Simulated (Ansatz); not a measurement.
**CHF₃ (singlet): wave-function methods side by side, cc-pVQZ**

One table from this session's results is given with a row withheld; the runs are named, their logs left out.

Program: Ansatz 0.2.0, Gaussian basis. Level of theory: cc-pVQZ, core rule «outside noble gas», up to 4 orbitals frozen. These are calculated values, not measurements.

To be run: UHF; CCSD(T) on RHF; BCCD(T) on RHF.

14 further runs of the same task are left out: 1 that didn't finish, 13 set aside as unsound or not needed.

### What is computed

The geometry is an MP2(full)/6-31G* stationary point (not a proven minimum).

5 atoms, charge 0, spin multiplicity 1.

Atoms are counted from 1 here; the program's logs count them from 0.

Bond lengths: C1–H2 1.088 Å, C1–F3 1.343 Å, C1–F4 1.343 Å, C1–F5 1.343 Å. Angles: H2–C1–F3 110.5°, H2–C1–F4 110.5°, H2–C1–F5 110.5°, F3–C1–F4 108.5°, F3–C1–F5 108.5°, F4–C1–F5 108.5°.

The first run:

The input, in.yaml:

```yaml
crystal:
  periodic: [false, false, false]
  atoms:
    - {symbol: C, position_ang: [0.000000, 0.000000, 0.366733]}
    - {symbol: H, position_ang: [0.000000, 0.000000, 1.455195]}
    - {symbol: F, position_ang: [0.000000, 1.258200, -0.103017]}
    - {symbol: F, position_ang: [1.089633, -0.629100, -0.103017]}
    - {symbol: F, position_ang: [-1.089633, -0.629100, -0.103017]}
basis:
  gaussian: {orbitals: cc-pVQZ}
magnetization: {spin_polarized: true, initial_magnetization: 0}
hamiltonian: {xc: hf}
output: {orbitals: {seedname: orbitals}}
```

On the command line:

```sh
> ansatz run in.yaml --threads 1 --pin off --events-out ev --progress --plain --max-ram 4096MiB --backend cpu
```

Steps of the session up to this table: UHF; CCSD(T) on RHF; BCCD(T) on RHF.

One table of the session follows, with a row left open; its other results are not shown here.

```
  method  from RCCSD(T) (kJ/mol)
     RHF                       ?
    RMP2                   +83.3
   RCCSD                   +87.1
RCCSD(T)                       0
 BCCD(T)                    -1.0
```

Estimate the missing values for RHF.

The run gave: from RCCSD(T) (kJ/mol): +2697.9. In the column «from RCCSD(T) (kJ/mol)» it is the highest.

With the free atoms at the same levels and basis (separate runs), the atomisation energy is 19.658 eV at RCCSD(T), 13.538 eV at RHF.
